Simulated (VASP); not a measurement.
Write an ASE script for VASP 6.6.1 that does the following.

```yaml
Task: single point
Functional: PBE
Potentials_or_basis: VASP PAW PBE potentials, release 64 (Re)
Cutoff: 520 eV
k_mesh: 11 × 11 × 6
Occupations: gaussian, width 0.02 eV
Spin: no spin polarisation
Further_INCAR_settings: ALGO = Normal; EDIFF = 1.00e-06
```

Crystal: Re.

```
Re
1.0
     2.76080    0.00000    0.00000
    -1.38040    2.39092    0.00000
     0.00000    0.00000    4.45820
Re
2
Direct
  0.66667 0.33333 0.75000
  0.33333 0.66667 0.25000
```

These files were run (other wordings do the same):

run.py

```python
from ase import Atoms
from ase.calculators.vasp import Vasp
from ase.dft.bandgap import bandgap

atoms = Atoms(
    ['Re', 'Re'],
    cell=[[2.7608, 0.0, 0.0], [-1.3804, 2.3909229348, 0.0], [0.0, 0.0, 4.4582]],
    scaled_positions=[[0.6666666667, 0.3333333333, 0.75], [0.3333333333, 0.6666666667, 0.25]],
    pbc=True,
)
calc = Vasp(
    directory='calc',
    xc='pbe',
    pp='PBE',
    setups='recommended',
    prec='Accurate',
    encut=520,
    ediff=1e-06,
    ismear=0,
    sigma=0.02,
    lreal=False,
    lasph=True,
    nelm=60,
    algo='Normal',
    isif=2,
    lwave=False,
    lcharg=False,
    kpts=[11, 11, 6],
    gamma=True,
)
atoms.calc = calc

print('energy (eV):', atoms.get_potential_energy())
print('free energy (eV):', atoms.get_potential_energy(force_consistent=True))
print('forces (eV/A):')
print(atoms.get_forces())
print('stress (eV/A^3, Voigt):', atoms.get_stress())
print('Fermi level (eV):', calc.get_fermi_level())
gap, top, bottom = bandgap(calc)
print('band gap (eV):', gap, 'from (spin, k, band)', top, 'to', bottom)
```

Potentials or basis: VASP PAW PBE potentials, release 64 (Re).

Command:

```bash
$ python run.py
```

It gave:

```
Pressure               : 5.4 GPa
Band gap on the k mesh : none (metal or under the smearing width)
```

It took 18 s on 1 thread of Intel(R) Xeon(R) Platinum 8488C (Sapphire Rapids) (shared host), peak memory 0.16 GiB.
